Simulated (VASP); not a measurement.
Crystal: AlRu.

```xyz
2
Lattice="2.9916 0.0000 0.0000 0.0000 2.9916 0.0000 0.0000 0.0000 2.9916" Properties=species:S:1:pos:R:3 pbc="T T T"
Ru    1.4958    1.4958    1.4958
Al    0.0000    0.0000    0.0000
```

| Quantity | Value |
| --- | --- |
| Program | VASP 6.6.1 |
| Task | relaxation of cell and atoms |
| Functional | revPBE |
| Potentials or basis | VASP PAW PBE potentials, release 64 (Ru_pv, Al) |
| Cutoff | 600 eV |
| k mesh | 9 × 9 × 9 |
| Occupations | fermi-dirac, width 0.05 eV |
| Spin | no spin polarisation |

At the start: pressure 4.9 GPa; volume 13.39 Å³/atom.

Task: Where does the relaxation end?

Result: Over 4 steps the energy falls by 4.9 meV/atom and the volume is 13.71 Å³/atom (+2.4 %); space group Pm-3m (No. 221, to 0.05 Å).

Step by step:
```
step  energy change (eV)  largest force (eV/Å)  pressure (GPa)  volume (Å³)
   1              0.0000                0.0000            4.86        26.77
   2              0.0094                0.0000           -6.38        28.38
   3             -0.0099                0.0000           -0.12        27.44
   4             -0.0099                0.0000            0.01        27.42
```

Final structure:
```
Ru Al
1.0
     3.01542    0.00000    0.00000
     0.00000    3.01542    0.00000
     0.00000    0.00000    3.01542
Ru Al
1 1
Direct
  0.50000 0.50000 0.50000
  0.00000 0.00000 0.00000
```

Caveat: the PAW data sets were made with another functional, which shifts forces and pressure a little.
